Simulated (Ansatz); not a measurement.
The system is PtS2.

```
CELL_PARAMETERS angstrom
3.54320 0.00000 0.00000
-1.77160 3.06850 0.00000
0.00000 0.00000 5.03880
ATOMIC_POSITIONS crystal
Pt 0.00000 0.00000 0.00000
S 0.66667 0.33333 0.77300
S 0.33333 0.66667 0.22700
```

| Quantity | Value |
| --- | --- |
| Program | Ansatz 0.2.0 |
| Task | relaxation of cell and atoms |
| Functional | PBEsol |
| Potentials or basis | Ansatz PAW |
| Cutoff | 420 eV (not typed: the program's choice for these potentials) |
| k mesh | 9 × 9 × 5 |
| Occupations | fermi-dirac, width 0.05 eV |
| Spin | no spin polarisation |

At the start: volume 18.26 Å³/atom.

Q: Where does the relaxation end?

A: It ends after 7 steps and the volume is 17.52 Å³/atom (-4.0 %); space group P-3m1 (No. 164, to 0.05 Å).

The path:
```tsv
step	energy change (eV)	largest force (eV/Å)	volume (Å³)
1	0.0000	0.9519	54.78
2	-0.0651	0.1523	54.19
3	-0.0697	0.0058	54.48
4	-0.0710	0.0210	53.98
5	-0.0727	0.0577	52.25
6	-0.0731	0.0002	52.57
7	-0.0728	0.0002	52.57
```

Final structure:
```
Pt S
1.0
     3.57189    0.00000    0.00000
    -1.78595    3.09335    0.00000
     0.00000    0.00000    4.75790
Pt S
1 2
Direct
  0.00000 0.00000 0.00000
  0.66667 0.33333 0.74847
  0.33333 0.66667 0.25153
```

Caveat: the plane-wave basis is chosen anew once the cell has moved, so the energies of steps on either side of that aren't comparable; the PAW data sets come from PBE, with cores solved anew for the run's functional, which leaves a small shift of forces and pressure.
